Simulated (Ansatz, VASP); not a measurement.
**Two plane-wave programs on Re**

File INCAR:

```
ALGO = Normal ; EDIFF = 1E-8
ENCUT = 520 ; GGA = PE
ISIF = 2 ; ISMEAR = -1
LASPH = True ; LCHARG = False
LEFG = True ; LREAL = False
LWAVE = False ; NBANDS = 14
NELM = 60 ; PREC = Accurate
SIGMA = 0.05
```

KPOINTS

```
k-points
0
Gamma
  18 18 10
```

POSCAR

```
Re
1.0
    2.5677224212      0.0000000000      0.0000000000
   -1.2838612106      2.2237128466      0.0000000000
    0.0000000000      0.0000000000      4.1057498614
Re
2
Direct
    0.3333333333      0.6666666667      0.2500000000
    0.6666666667      0.3333333333      0.7500000000
```

Input for Ansatz:

```yaml
crystal:
  lattice:
    - [2.5677224212, 0.0, 0.0]
    - [-1.2838612106, 2.2237128466, 0.0]
    - [0.0, 0.0, 4.1057498614]
  atoms:
    - { symbol: Re, position: [0.3333333333, 0.6666666667, 0.25] }
    - { symbol: Re, position: [0.6666666667, 0.3333333333, 0.75] }
kpoints:
  mp_grid: { grid: [18, 18, 10] }
scf:
  occupations: { method: fermi_dirac, width: 0.05 }
hamiltonian:
  xc: pbe
  pseudopotentials: { kind: paw }
output:
  forces: true
  stress: true
  eigenvalues: true
  efg: { contact_densities: true }
```

Change from the starting cell: volume scaled by 0.96, PAW files.

Alike in both runs: task electric field gradients; functional PBE; k mesh 18 × 18 × 10; occupations fermi-dirac, width 0.05 eV; no spin polarisation.

|  | VASP | Ansatz |
| --- | --- | --- |
| version | VASP 6.6.1 | Ansatz 0.2.0 |
| potentials or method | VASP PAW PBE potentials, release 64 (Re) | PAW with Ansatz's default frozen-core files, scalar-relativistic |
| plane-wave cutoff (eV) | 520 | 420 |
| valence electrons in the cell | 14 | 30 |

```tsv
	VASP	Ansatz	Ansatz less VASP
pressure (GPa)	153.4	149.9	-3.52
largest component of the traceless stress (GPa)	6.21	6.27	+0.056
Vzz of the field gradient on the site that differs most (V/Å²)	-110.1	-87.0	+23.20
```

The two sets of potentials don't hold the same shells in valence. Ansatz warned: «gradients_without_spin_orbit».

Caveats: the cell as given lies far from equilibrium; so large a pressure means that the cell lies far from this level's equilibrium, or that cutoff or potentials fall short (VASP). Spin-orbit coupling is left out, which matters for the levels of Re.
